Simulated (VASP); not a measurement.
# Ce: relaxation of the atoms, by relaxation method

Ce, P1 (no. 1), 6 atoms in the cell. PBE, relaxation of the atoms; PAW potentials Ce (PBE set).

| Relaxation method | Ionic steps | Electronic steps | Largest force left (eV/Å) | Energy gained (eV/atom) | Time (s) |
|---|---|---|---|---|---|
| conjugate gradient, POTIM 0.5 | 11 | 151 | 0.0196 | -0.0097 | 380 |
| quasi-Newton, POTIM 0.5 | 10 | 136 | 0.0186 | -0.0097 | 315 |
| damped dynamics, POTIM 0.2, SMASS 0.4 | 16 | 209 | 0.0185 | -0.0097 | 427 |

Limits: the start was distorted on purpose (atoms moved at random), so the space group given is the start's and not the crystal's.

## Input of the first row

INCAR:
```
PREC = Normal ; ENCUT = 350
EDIFF = 1E-6 ; ISMEAR = 1
SIGMA = 0.1 ; LREAL = False
LASPH = True ; NELM = 100
ALGO = Normal ; LWAVE = False
LCHARG = False ; ISPIN = 2
MAGMOM = 1 1 1 1 1 1 ; LMAXMIX = 6
IBRION = 2 ; NSW = 150
ISIF = 2 ; EDIFFG = -0.02
POTIM = 0.5 ; KPAR = 8
```

KPOINTS:
```
k-points
0
Gamma
  8 3 5
```

POSCAR:
```
Ce
1.0
    1.5751146900     -3.0862938500      0.0000000000
    4.7253440700      9.2588815500      0.0000000000
    0.0000000000      0.0000000000      5.2209821000
Ce
6
Direct
    0.1042760000      0.3069110000      0.2523640000
    0.0670760000      0.6284710000      0.2539030000
    0.0875670000      0.9662080000      0.2528170000
    0.9183410000      0.0348020000      0.7552340000
    0.8978230000      0.3598640000      0.7415820000
    0.9249160000      0.7037440000      0.7440990000
```

Commands:
```
cat potpaw_PBE.64/Ce/POTCAR > POTCAR
mpirun -np 8 vasp_std > vasp.out
```

Changes of the last row against the first:
```
- IBRION = 2
- POTIM = 0.5
+ IBRION = 3
+ POTIM = 0.2
+ SMASS = 0.4
```

VASP 6.6.1 took 380 s on 8 cores (Intel Xeon 6975P-C (Granite Rapids)), a shared host.
